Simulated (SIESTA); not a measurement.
# Ti: single point with PBE

Crystal: Ti.

```
Ti
1.0
     2.95000    0.00000    0.00000
    -1.47500    2.55477    0.00000
     0.00000    0.00000    4.68000
Ti
2
Direct
  0.66667 0.33333 0.75000
  0.33333 0.66667 0.25000
```

```
Program             : SIESTA 5.4.2
Task                : single point
Functional          : PBE
Potentials or basis : PseudoDojo 0.4 standard (PBE files)
Basis               : DZP (energy shift 0.003 Ry; two zetas on semicore shells)
Grid cutoff         : 800 Ry
Energy shift        : 0.003 Ry
k mesh              : 10 × 10 × 6
Occupations         : fermi-dirac, width 0.05 eV
Spin                : no spin polarisation
```

```yaml
Pressure: -1.3 GPa
Band_gap_on_the_k_mesh: none (metal or under the smearing width)
```

Stress tensor (GPa, compression positive):
```
-1.33  0.00  0.00
 0.00 -1.33  0.00
 0.00  0.00 -1.20
```

Levels at points of the mesh, in eV from the Fermi level:
```csv
k point,band 8,band 9,band 10,band 11,band 12,band 13,band 14,band 15,band 16,band 17
"(0.00, 0.00, 0.00)",-32.69,-6.19,-2.66,0.70,0.79,0.79,0.88,1.28,1.28,1.63
"(0.50, 0.00, 0.00)",-32.76,-2.33,-2.12,-1.81,-0.65,0.50,0.62,1.17,3.33,3.54
"(0.00, 0.50, 0.00)",-32.76,-2.33,-2.12,-1.81,-0.65,0.50,0.62,1.17,3.33,3.54
"(0.50, 0.50, 0.00)",-32.76,-2.33,-2.12,-1.81,-0.65,0.50,0.62,1.17,3.33,3.54
"(0.00, 0.00, 0.50)",-32.74,-4.35,-4.35,0.09,0.09,0.69,0.69,0.69,0.69,2.79
"(0.50, 0.00, 0.50)",-32.84,-2.51,-2.51,-0.80,-0.80,1.30,1.30,1.73,1.73,3.46
"(0.00, 0.50, 0.50)",-32.84,-2.51,-2.51,-0.80,-0.80,1.30,1.30,1.73,1.73,3.46
"(0.50, 0.50, 0.50)",-32.84,-2.51,-2.51,-0.80,-0.80,1.30,1.30,1.73,1.73,3.46
```

It took 69 s on 1 thread of Arm Neoverse V1, on a shared host, peak memory 0.33 GiB.

Caveat: the basis of atomic orbitals isn't converged, which shifts pressures, moduli and gaps.
